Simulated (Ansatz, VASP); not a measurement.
## One calculation of In, two programs

```
CELL_PARAMETERS angstrom
1.66964 0.96397 8.20746
-1.66964 0.96397 8.20746
0.00000 -1.92793 8.20746
ATOMIC_POSITIONS crystal
In 0.00000 0.00000 0.00000
In 0.77801 0.77801 0.77801
In 0.22199 0.22199 0.22199
```

Alike in both runs: task single point; functional PBEsol; k mesh 6 × 6 × 6; occupations fermi-dirac, width 0.039 eV; no spin polarisation.

|  | VASP | Ansatz |
| --- | --- | --- |
| version | VASP 6.6.1 | Ansatz 0.2.0 |
| potentials or method | VASP PAW PBE potentials, release 64 (In_d) | scalar-relativistic, plane waves, PAW |
| plane-wave cutoff (eV) | 520 | 420 |
| valence electrons in the cell | 39 | 39 |

```tsv
	VASP	Ansatz	Ansatz less VASP
gap on the k mesh at the Fermi level (eV)	none	none	-
pressure (GPa)	-1.5	-1.5	+0.03
largest component of the traceless stress (GPa)	0.96	0.96	0.000
rms of the force components (eV/Å)	0.007	0.007	+0.0003
```

Atom by atom the forces differ by 0.000 eV/Å (rms over components). A gap of «none» marks a metal or a gap that the smearing closes. With one functional, cell and mesh, what is left measures potentials, basis and numerics. Ansatz warned: «force_scf_threshold_loose».

Caveats: the k mesh is coarse (spacing up to 0.36 Å⁻¹), so the values aren't converged; the PAW data sets were made with another functional, which shifts forces and pressure a little (VASP).
